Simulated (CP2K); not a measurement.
The system is SnO2.

```xyz
3
Lattice="5.1510 0.0000 0.0000 4.1356 3.0707 0.0000 4.1356 1.3675 2.7494" Properties=species:S:1:pos:R:3 pbc="T T T"
Sn    6.7111    2.2191    1.3747
O    10.2388    3.3856    2.0973
O     3.1833    1.0526    0.6521
```

Measurements of this composition are mostly on another form, of space group No. 136.

```yaml
Program: CP2K 2026.2
Task: single point
Functional: PBE
Potentials_or_basis: POTENTIAL_UZH Sn GTH-PBE-q4, O GTH-PBE-q6; TZVP-MOLOPT-PBE-GTH basis
Density_cutoff: 8163 eV
k_mesh: 10 × 10 × 10
Occupations: fermi-dirac, width 0.05 eV
Spin: no spin polarisation
```

On this cell: pressure 2.9 GPa; largest force 0.156 eV/Å; band gap on the k mesh 1.76 eV, indirect (least direct gap 1.83 eV).

The same run follows on a disturbed copy (atoms moved at random, drawn with an rms of 0.05 Å):

```xyz
3
Lattice="5.1510 0.0000 0.0000 4.1356 3.0707 0.0000 4.1356 1.3675 2.7494" Properties=species:S:1:pos:R:3 pbc="T T T"
Sn    6.7836    2.2093    1.3728
O    10.2815    3.3801    2.0498
O     3.1949    1.0997    0.6405
```

**Question.** What changes?

**Answer.** The energy moves by +15.0 meV/atom; pressure 3.5 GPa; largest force 1.036 eV/Å; band gap on the k mesh 1.75 eV, indirect (least direct gap 1.84 eV).

Forces on the atoms (eV/Å):
```
Sn  -0.913  0.382 -0.309
O    0.004  0.036  0.310
O    0.938 -0.408  0.007
```

Stress tensor (GPa, compression positive):
```
 3.27 -3.07 -2.13
-3.07  3.08 -0.84
-2.13 -0.84  4.10
```

Caveats: spin-orbit coupling is left out, which moves the levels of the heavy elements; the basis of atomic orbitals isn't converged, which shifts pressures, moduli and gaps.

A k mesh can miss the band edges.
